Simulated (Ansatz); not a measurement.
# WS2 (Tungstenite) (P6_3/mmc) in Ansatz: further runs

One crystal, WS2 (Tungstenite), is run at these levels: HSE06, PBE0; tasks: band structure.

Everything below comes from runs of Ansatz 0.2.0. Logs are shortened: lines on timing, memory, paths and dates and some standing lists are left out, and cuts for length are marked.

### 1 The structure

The structure is hexagonal, space group P6_3/mmc (No. 194). Conventional cell: a = 3.180 Å, b = 3.180 Å, c = 12.500 Å, α = 90.00°, β = 90.00°, γ = 120.00°. Around W (site symmetry -6m2) lie 6 S at 2.41 Å. Around S (site symmetry 3m) lie 3 W at 2.41 Å.

### 2 Band structure, HSE06

input reads:

```
crystal:
  lattice:
    - [3.18, 0.0, 0.0]
    - [-1.59, 2.753960784, 0.0]
    - [0.0, 0.0, 12.5]
  atoms:
    - { symbol: W, position: [0.6666666667, 0.3333333333, 0.75] }
    - { symbol: W, position: [0.3333333333, 0.6666666667, 0.25] }
    - { symbol: S, position: [0.6666666667, 0.3333333333, 0.375] }
    - { symbol: S, position: [0.3333333333, 0.6666666667, 0.875] }
    - { symbol: S, position: [0.6666666667, 0.3333333333, 0.125] }
    - { symbol: S, position: [0.3333333333, 0.6666666667, 0.625] }
hamiltonian:
  xc: hse06
  pseudopotentials: { kind: paw }
kpoints:
  mp_grid: { grid: [6, 6, 2] }
  band_path:
    path:
      - [[0.0, 0.0, 0.0], [0.5, 0.0, 0.0], [0.3333333333, 0.3333333333, 0.0], [0.0, 0.0, 0.0], [0.0, 0.0, 0.5], [0.5, 0.0, 0.5], [0.3333333333, 0.3333333333, 0.5], [0.0, 0.0, 0.5]]
      - [[0.5, 0.0, 0.5], [0.5, 0.0, 0.0]]
      - [[0.3333333333, 0.3333333333, 0.0], [0.3333333333, 0.3333333333, 0.5]]
    npoints: 4
scf:
  occupations: { method: fermi_dirac, width: 0.05 }
  n_extra_bands: 15
output:
  forces: true
  stress: true
  eigenvalues: true
  fatbands: false
```

Potentials or basis: Ansatz PAW.

The program printed:

```text
Warning: output.stress: scf.convergence.dr2_threshold = 1e-7 eV (the SCF's general default) is looser than the 6e-10 eV advised for a printed stress (1e-10 eV for each atom of the cell: 6). What an SCF threshold leaves in a stress goes as its square root, and in the free energy as the threshold itself, and one threshold admits the most on a small cell: of the crystals measured, under no hybrid functional and no lock of the moments, on runs that ended without the residual-converged pass, on stresses that held no estimate of that error, the worst erred by over 100 MPa in a component at 1e-7 eV an atom and by under 5 at 1e-10. Set scf.convergence.dr2_threshold to 6e-10 eV or tighter. The threshold is an SCF's pass mark: one that does not reach it within its budget of iterations ends unconverged, or closes short of it on a stop that the run arms, and scf.convergence.dr2_threshold's page says what that costs each kind of run
Warning: output.stress: scf.exx.energy_threshold = 1e-6 eV is looser than the 6e-8 eV advised for a stress under a hybrid functional (1e-8 eV for each atom of the cell: 6). Every SCF of the exchange loop can meet its threshold on dr2 while the loop round them stops early: no threshold on dr2 bounds what that leaves in the stress. Set scf.exx.energy_threshold to 6e-8 eV or tighter. The threshold is the loop's pass mark: a loop that does not reach it within its budget of cycles ends unconverged, and scf.exx.energy_threshold's page has the law
scf.n_extra_bands = 15 over 26 filled bands (N_el = 52.0): the run solves 41 bands
GPUs: using 1 of 1 available (devices: 1).
Engine: ansatz 0.2.0, x86_64-unknown-linux-gnu
Pseudopotentials: kind: paw
Pseudopotential: W, paw, valence charge 14, recommended cutoff 420 eV (normal), W.paw.azcp
Pseudopotential: S, paw, valence charge 6, recommended cutoff 420 eV (normal), S.paw.azcp
Functional definition: HSE06
  parameter a = 0.25
  parameter omega = 0.11/bohr
  exchange = pbe_x - a*pbe_x_sr(omega) + a*exact_x_sr(omega)
  correlation = pbe_c
device memory: the entry about to start is reckoned to put 1.4 GiB on a device that reports 57.8 GiB free (of which the cap on the GPU budget leaves the run 18.0 GiB)
GPU FFT provider: cuFFT
GPU libraries: cuBLAS 13.8.2, cuFFT 12.4.0, cuSOLVER 12.3.4
Crystal: 6 atoms, lattice volume = 109.470 Å³
Basis set: ecut = 420 eV, 2129 PW (Γ), exchange–correlation on 48×48×180 points (8 copies of the dense FFT grid, shifted against one another)
Bands: 41, of which v1, the nominal top of the filled ones, is band 26 counted from 1 (25 counted from 0)
Symmetry: 24 space group operations
Space group: P63/mmc (ITA 194), of the structure as read, at distance tolerance 4.8e-5 Å
k-points: 14 of 72
Non-local potential: W, projectors of the file, l = 0: 3, l = 1: 2, l = 2: 2, l = 3: 1
Non-local potential: S, projectors of the file, l = 0: 2, l = 1: 2, l = 2: 2
PAW form: soft (Blöchl's): semilocal exchange-correlation on the pseudo side does not see the compensation charge
PAW frozen core: W, regenerated for the run's functional, and the local potential with it (the file was generated under x = pbe(κ = 0.804, μ = 0.2195149727645171), c = pbe(β = 0.06672455060314922))
PAW frozen core: S, regenerated for the run's functional, and the local potential with it (the file was generated under x = pbe(κ = 0.804, μ = 0.2195149727645171), c = pbe(β = 0.06672455060314922))
PAW one-centre angular grid: W, 590 points (default); XC on 64 Gauss nodes
PAW one-centre angular grid: S, 110 points (default); XC on 64 Gauss nodes
Initial density: superposition of atomic densities (neutral atoms: chi_scale 0, normalization atom), corrected by the library's trained network
Initial wavefunctions: pseudopotential atomic-orbital guess
GPU buffer pool allocated for 51840 grid points (all kernels)
GPU transforms: local potential and band sums: pruned to the plane-wave sphere, on 24×24×90
Functional: x = pbe(κ = 0.804, μ = 0.2195149727645171), c = pbe(β = 0.06672455060314922), warm-up for x = pbe(κ = 0.804, μ = 0.2195149727645171) + 0.25 (exact − pbe) at short range (hse, ω = 0.20786987370883472 Å⁻¹), c = pbe(β = 0.06672455060314922); HSE06 as pw.x's `hse` composes it (authors' and Libxc's form: `xc: wpbeh`)
SCF iter   1: F=—  HF=-24382.781682 eV  |F-HF|=—  |Δ(HF+E_count)|=         —  Δρ=5.67e-3  dr2=1.64e-2  ethr=1.77e-3  ⟨swp⟩=11.9  Hψ=2693  notcnv=0
preconditioner: auto → none  [insulator: Δε(μ)=1.030 eV  Ē_g=11.113 eV  σ=0.050 eV  W_gap=1.00  n_scr=26 (ndim 8)  ℏωp=21.3 eV  f_vac=0.025  D(μ)=0.00/eV (n_scr^D=0)]
SCF iter   2: F=—  HF=-24382.788083 eV  |F-HF|=—  |Δ(HF+E_count)|=   6.40e-3  Δρ=3.31e-3  dr2=1.84e-2  ethr=3.16e-5  ⟨swp⟩=5.6  Hψ=1745  notcnv=0  defer=3
SCF iter   3: F=—  HF=-24382.789420 eV  |F-HF|=—  |Δ(HF+E_count)|=   1.34e-3  Δρ=2.43e-3  dr2=1.34e-2  ethr=3.16e-5  ⟨swp⟩=4.0  Hψ=1373  notcnv=0
iter 4 solved again at ethr=1.82e-6 eV; its pass at ethr=2.58e-5 eV (dr2=9.47e-4 eV) is discarded
SCF iter   4: F=—  HF=-24382.788951 eV  |F-HF|=—  |Δ(HF+E_count)|=   4.69e-4  Δρ=9.44e-4  dr2=9.04e-4  ethr=1.82e-6  ⟨swp⟩=2.5  Hψ=1927  notcnv=0
[... 21 lines left out ...]
SCF 2 stopped early in 7 iterations: F = -24386.871077 eV  dr2 = 1.76e-6
  Residual-converged pass: ⟨swp⟩=4.0  Hψ=1490  notcnv=0  max |occ|·‖R‖ = 6.0e-6 eV (tolerance 6.7e-6 eV)  dr2=1.76e-6  dr2_onsite=3.37e-9  max |Δocc| = 2.1e-12
hybrid outer 1: dexx = +1.212e-2 eV, tail = 1.38e-5 eV
GPU FFT provider: cuFFT
GPU libraries: cuBLAS 13.8.2, cuFFT 12.4.0, cuSOLVER 12.3.4
GPU buffer pool allocated for 51840 grid points (all kernels)
GPU transforms: local potential and band sums: pruned to the plane-wave sphere, on 24×24×90
Exchange kernel: α = 0.2500, screened, ω = 0.2079 Å⁻¹, Wigner–Seitz truncation, v(0) = 1044.4408 eV·Å³, q-mesh 6×6×2, nearest image of the exchange supercell L = 19.08 Å, pair-density grid 15×15×60, without the augmentation charges, whose exchange is taken in its separable form by FFT convolution over the k-point mesh (sized by the pseudopotential files, 20×20×90 at the most), smooth part of the exact exchange by density-matrix convolution in up to 3.06 GiB of GPU memory as planned if the GPU has room (build and FFT work areas not counted)
Frozen-core exchange: fock
SCF iter   1: F=—  HF=-24386.871082 eV  |F-HF|=—  |Δ(HF+E_count)|=         —  Δρ=4.72e-5  dr2=1.43e-6  ethr=1.32e-7  ⟨swp⟩=5.8  Hψ=1539  notcnv=0
preconditioner: auto → none  [insulator: Δε(μ)=1.578 eV  Ē_g=12.662 eV  σ=0.050 eV  W_gap=1.00  n_scr=26 (ndim 8)  ℏωp=21.3 eV  f_vac=0.022  D(μ)=0.00/eV (n_scr^D=0)]
SCF iter   2: F=—  HF=-24386.871081 eV  |F-HF|=—  |Δ(HF+E_count)|=   4.90e-7  Δρ=1.60e-5  dr2=1.18e-7  ethr=2.45e-9  ⟨swp⟩=3.0  Hψ=1127  notcnv=0
SCF iter   3: F=—  HF=-24386.871081 eV  |F-HF|=—  |Δ(HF+E_count)|=   1.61e-7  Δρ=3.64e-6  dr2=1.19e-8  ethr=1.70e-10  ⟨swp⟩=5.0  Hψ=1229  notcnv=0  defer=7
SCF iter   4: F=-24386.871081 eV  HF=-24386.871081 eV  |F-HF|=3.64e-11  |Δ(HF+E_count)|=   2.62e-9  Δρ=4.36e-7  dr2=5.00e-10  ethr=1.71e-11  ⟨swp⟩=3.9  Hψ=1240  notcnv=0  defer=4
SCF 3 converged in 4 iterations: F = -24386.871081 eV  dr2 = 5.00e-10
  Residual-converged pass: ⟨swp⟩=3.1  Hψ=1224  notcnv=0  max |occ|·‖R‖ = 7.5e-7 eV (tolerance 7.7e-7 eV)  dr2=5.03e-10  dr2_onsite=8.50e-12  max |Δocc| = 8.9e-16
hybrid outer 2: dexx = +3.151e-7 eV, tail = 7.12e-9 eV, Δε = 1.22e-3 eV (about 2.68e-5 eV left of the loop's levels), ΔF = 6.58e-4 eV/Å (tail 1.93e-4)
device memory: the entry about to start is reckoned to put 1.0 GiB on a device that reports 55.6 GiB free (of which the cap on the GPU budget leaves the run 18.0 GiB)
NSCF: frozen V_eff on 39 k-points, pencils in batches of 32, up to order 184
hybrid SCF converged: 2 outer / 11 inner (+5 warm-up), last move |dexx| = 3.15e-7 eV, tail = 7.12e-9 eV
Stability not checked: this state was not tested for a lower state beside it, because the functional holds exact exchange (a hybrid, or Hartree-Fock), whose exchange loop this test does not read (fock_operator; see scf.lower_state_search)
Free energy (F): -24386.871081 eV
Frozen-core exchange: fock
Harris-Foulkes:  -24386.871081 eV  (|F-HF|=3.64e-11)
Internal energy: -24386.871081 eV  (E = F + TS)
E sigma→0 (E₀):  -24386.871081 eV
Entropy (-TS):   -0.000000 eV (-0.000 meV/atom)
Fermi energy:    11.670980 eV
--- Per-component energies (eV) ---
  E_band       = -484.862465
  E_kinetic    = 1327.658381
  E_local      = -3624.179142  (includes V_loc(G=0)·N_el)
  E_nonlocal   = 115.828983
  E_hartree    = 1439.482560
  E_xc         = -737.698118
  E_vxc        = -661.601803  (∫ρ·V_xc dr)
  E_exx        = -126.564699  (= α·E_x^exact, valence–valence)
  E_paw        = -19587.416742  (= ΣΔE_a)
  E_vpaw       = -268.404669  (= ΣTr[D̂ρ^β])
  E_aug_tail   = -0.000117  (compensation charges beyond the density's cutoff)
  E_ewald      = -3187.763116
  E_core_change = -6.219070  (= ΣΔE_core)
  E_smearing   = -0.000000  (= −TS)
  E_closure    = -0.000001  (closes the sum)
  Σ components = -24386.871081   (vs F -24386.871081, Δ=0.00e0)
--- Forces (eV/Å), atoms counted from 1 ---
  atom   1  W     -0.00000000    -0.00000000    -0.00000000
  atom   2  W     -0.00000000     0.00000000     0.00000000
  atom   3  S     -0.00000000    -0.00000000    -0.35040986
  atom   4  S     -0.00000000     0.00000000    -0.35040986
  atom   5  S     -0.00000000    -0.00000000     0.35040986
  atom   6  S     -0.00000000     0.00000000     0.35040986
  max |Σ_I F_I| component: 1.11e-16 eV/Å
--- Stress (GPa, compression-positive) ---
       -2.760994       0.000000      -0.000000
       -0.000000      -2.760994       0.000000
       -0.000000       0.000000      -0.983500
  P = ⅓ Tr σ = -2.1685 GPa (-21.685 kbar)
--- Band table (eV; the first three rows and the last of 14) ---
  k-point 0: bands = ["-67.5521", "-67.5521", "-30.4433", "-30.4432", "-30.2406", "-30.2406", "-30.2405", "-30.2405", "-6.3052", "-6.1010", "-4.5802", "-4.1863", "2.5510", "3.5636", "6.7901", "6.9344", "6.9344", "6.9486", "6.9486", "8.3612", "8.3612", "8.4101", "8.4101", "9.0527", "9.7501", "10.9369", "13.8776", "13.8776", "13.8864", "13.8864", "13.9317", "13.9317", "14.1069", "14.1069", "16.3443", "16.5582", "19.6161", "20.0776", "20.0930", "21.4604", "21.6468"]
  k-point 1: bands = ["-67.5521", "-67.5521", "-30.4433", "-30.4433", "-30.2406", "-30.2406", "-30.2406", "-30.2406", "-6.2123", "-6.2123", "-4.3771", "-4.3771", "2.9954", "2.9954", "6.9414", "6.9414", "6.9414", "6.9414", "7.7439", "7.7439", "8.3856", "8.3856", "8.3856", "8.3856", "10.5873", "10.5873", "13.8710", "13.8710", "13.8710", "13.8710", "14.0297", "14.0297", "14.0297", "14.0297", "16.4563", "16.4563", "19.8426", "19.8426", "20.6281", "20.6281", "21.8398"]
  k-point 2: bands = ["-67.5465", "-67.5465", "-30.4240", "-30.4238", "-30.3486", "-30.3486", "-30.2655", "-30.2655", "-5.8167", "-5.6141", "-4.3828", "-4.0358", "3.1246", "4.1204", "5.8260", "5.8826", "6.1074", "7.0073", "7.3917", "7.4278", "7.6825", "7.7442", "8.2808", "9.1473", "9.6303", "10.0432", "13.1020", "13.5460", "13.7367", "13.7606", "13.7923", "14.0385", "14.6125", "14.7303", "18.0885", "18.4052", "20.1357", "20.5200", "20.5448", "21.2852", "21.4188"]
  k-point 13: bands = ["-67.5270", "-67.5270", "-30.5466", "-30.5466", "-30.5224", "-30.5224", "-30.3555", "-30.3555", "-3.5090", "-3.5090", "-3.3995", "-3.3995", "3.7494", "3.7494", "4.1462", "4.1462", "5.1817", "5.1817", "5.6136", "5.6136", "6.6498", "6.6498", "7.4381", "7.4381", "10.2497", "10.2497", "12.5648", "12.5648", "14.3289", "14.3289", "15.1068", "15.1068", "16.6633", "16.6633", "18.3401", "18.3401", "18.3456", "18.3456", "20.5299", "20.5299", "22.6719"]
```

It took 74 s on 1 × NVIDIA H100 80GB HBM3 with 2 threads of AMD EPYC 7R13 (Zen 3), shared host; peak memory 2.5 GiB.

What came out:

| Quantity | Value |
| --- | --- |
| Free energy | -24386.8711 eV |
| Pressure | -2.2 GPa |
| Largest force | 0.350 eV/Å |
| Band gap on the k mesh | 1.58 eV, indirect (least direct gap 2.22 eV) |
| Band gap along the path | 1.58 eV, indirect (least direct gap 2.22 eV) |

Forces in eV/Å, atoms in the order of the input:
```
W    0.000  0.000  0.000
W    0.000  0.000  0.000
S    0.000  0.000 -0.350
S    0.000  0.000 -0.350
S    0.000  0.000  0.350
S    0.000  0.000  0.350
```

Levels at the corners of the path, in eV from the valence-band top:
```csv
point,band 23,band 24,band 25,band 26,band 27,band 28,band 29,band 30
Γ,-2.53,-1.88,-1.19,0.00,2.94,2.94,2.95,2.95
M,-2.32,-2.15,-1.91,-1.73,2.86,2.91,3.24,3.48
K,-3.36,-3.36,-0.77,-0.59,1.63,1.63,2.88,4.08
Γ,-2.53,-1.88,-1.19,0.00,2.94,2.94,2.95,2.95
A,-2.55,-2.55,-0.35,-0.35,2.93,2.93,2.93,2.93
L,-2.24,-2.24,-1.81,-1.81,2.88,2.88,3.38,3.38
H,-3.50,-3.50,-0.69,-0.69,1.63,1.63,3.39,3.39
A,-2.55,-2.55,-0.35,-0.35,2.93,2.93,2.93,2.93
L,-2.24,-2.24,-1.81,-1.81,2.88,2.88,3.38,3.38
M,-2.32,-2.15,-1.91,-1.73,2.86,2.91,3.24,3.48
K,-3.36,-3.36,-0.77,-0.59,1.63,1.63,2.88,4.08
H,-3.50,-3.50,-0.69,-0.69,1.63,1.63,3.39,3.39
```

Caveat: spin-orbit coupling is left out, which moves the levels of the heavy elements; this functional lacks dispersion, which binds the layers, so the pressure and a relaxed spacing across them are unreliable; the PAW data sets come from PBE, with cores solved anew for the run's functional, which leaves a small shift of forces and pressure; the thresholds are loose for stress.

### 3 Band structure, PBE0

input, as its differences from that of step 2:

```diff
@@ -13,3 +13,3 @@
 hamiltonian:
-  xc: hse06
+  xc: pbe0
   pseudopotentials: { kind: paw }
@@ -31 +31,5 @@
   fatbands: false
+  write_density: true
+  write_potential: true
+  elf: true
+  volumetric_format: npy
```

Potentials or basis: Ansatz PAW.

Wall time 80 s (1 × NVIDIA H100 80GB HBM3 with 2 threads of AMD EPYC 7R13 (Zen 3), shared host); peak memory 2.5 GiB.

It converged, with:

```
Free energy             : -24382.6894 eV
Pressure                : -2.2 GPa
Largest force           : 0.335 eV/Å
Band gap on the k mesh  : 2.24 eV, indirect (least direct gap 2.87 eV)
Band gap along the path : 2.24 eV, indirect (least direct gap 2.87 eV)
```

Forces in eV/Å, atoms in the order of the input:
```
W    0.000  0.000  0.000
W    0.000  0.000  0.000
S    0.000  0.000 -0.335
S    0.000  0.000 -0.335
S    0.000  0.000  0.335
S    0.000  0.000  0.335
```

Stress tensor (GPa, compression positive):
```
-2.84  0.00  0.00
 0.00 -2.84  0.00
 0.00  0.00 -0.93
```

Levels at the corners of the path, in eV from the valence-band top:
```csv
point,band 23,band 24,band 25,band 26,band 27,band 28,band 29,band 30
Γ,-2.56,-1.93,-1.23,0.00,3.62,3.62,3.63,3.63
M,-2.37,-2.20,-1.97,-1.78,3.55,3.60,3.94,4.18
K,-3.42,-3.42,-0.79,-0.60,2.27,2.27,3.56,4.79
Γ,-2.56,-1.93,-1.23,0.00,3.62,3.62,3.63,3.63
A,-2.59,-2.59,-0.36,-0.36,3.62,3.62,3.62,3.62
L,-2.29,-2.29,-1.86,-1.86,3.57,3.57,4.08,4.08
H,-3.56,-3.56,-0.70,-0.70,2.27,2.27,4.08,4.08
A,-2.59,-2.59,-0.36,-0.36,3.62,3.62,3.62,3.62
L,-2.29,-2.29,-1.86,-1.86,3.57,3.57,4.08,4.08
M,-2.37,-2.20,-1.97,-1.78,3.55,3.60,3.94,4.18
K,-3.42,-3.42,-0.79,-0.60,2.27,2.27,3.56,4.79
H,-3.56,-3.56,-0.70,-0.70,2.27,2.27,4.08,4.08
```

Caveat: spin-orbit coupling is left out, which moves the levels of the heavy elements; this functional lacks dispersion, which binds the layers, so the pressure and a relaxed spacing across them are unreliable; the PAW data sets come from PBE, with cores solved anew for the run's functional, which leaves a small shift of forces and pressure; the thresholds are loose for stress.
